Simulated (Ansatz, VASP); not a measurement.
## Two plane-wave programs on SiC

The input INCAR:

```
SYSTEM = SiC
PREC     = Accurate       ! precision mode
ENCUT    = 520            ! plane-wave cutoff, eV
EDIFF    = 1E-7           ! SCF threshold, eV
ISMEAR   = 0              ! smearing method
SIGMA    = 0.05           ! smearing width, eV
LREAL    = .FALSE.        ! projectors in reciprocal space
LASPH    = .TRUE.         ! aspherical terms in the spheres
NELM     = 80             ! most SCF steps
ALGO     = Normal         ! electronic algorithm
ISIF     = 2              ! what is computed and relaxed
LWAVE    = .FALSE.        ! write WAVECAR
LCHARG   = .FALSE.        ! write CHGCAR
NBANDS   = 16             ! bands
```

File KPOINTS:

```
regular mesh
0
G
  12 12 6
  0 0 0
```

The input POSCAR:

```
SiC
1.0
    3.0036848971      0.0000000000      0.0000000000
   -1.5018424486      2.6012674258      0.0000000000
    0.0000000000      0.0000000000      5.1930708186
Si C
2 2
Direct
    0.3333333333      0.6666666667      0.0046041256
    0.6666666667      0.3333333333      0.5046041256
    0.3333333333      0.6666666667      0.3654442382
    0.6666666667      0.3333333333      0.8654442382
```

Input for Ansatz:

```yaml
crystal:
  lattice:
    - [3.0036848971, 0.0, 0.0]
    - [-1.5018424486, 2.6012674258, 0.0]
    - [0.0, 0.0, 5.1930708186]
  atoms:
    - { symbol: Si, position: [0.3333333333, 0.6666666667, 0.0046041256] }
    - { symbol: Si, position: [0.6666666667, 0.3333333333, 0.5046041256] }
    - { symbol: C, position: [0.3333333333, 0.6666666667, 0.3654442382] }
    - { symbol: C, position: [0.6666666667, 0.3333333333, 0.8654442382] }
basis:
  ecutwfc: 520.0
kpoints:
  mp_grid: { grid: [12, 12, 6] }
hamiltonian:
  xc: lda
  pseudopotentials: { kind: paw, azcp: { folder: soft_1 } }
scf:
  occupations: { method: gaussian, width: 0.05 }
output:
  forces: true
  stress: true
  eigenvalues: true
```

Alike in both runs: task single point; functional LDA; k mesh 12 × 12 × 6; occupations gaussian, width 0.05 eV; no spin polarisation.

```csv
,VASP,Ansatz
version,VASP 6.6.1,Ansatz 0.2.0
potentials or method,"VASP PAW LDA potentials, release 64 (Si, C)","scalar-relativistic, plane waves, PAW"
plane-wave cutoff (eV),520,520
valence electrons in the cell,16,16
```

```tsv
	VASP	Ansatz	Ansatz less VASP
gap on the k mesh at the Fermi level (eV)	1.31	1.33	+0.018
least direct gap on the mesh (eV)	4.16	4.17	+0.012
pressure (GPa)	0.1	-0.3	-0.41
largest component of the traceless stress (GPa)	14.98	14.92	-0.061
rms of the force components (eV/Å)	0.566	0.568	+0.0016
```

Atom by atom the forces differ by 0.002 eV/Å (rms over components). Ansatz warned: «pseudo_functional_mismatch».

A k mesh can miss the band edges.
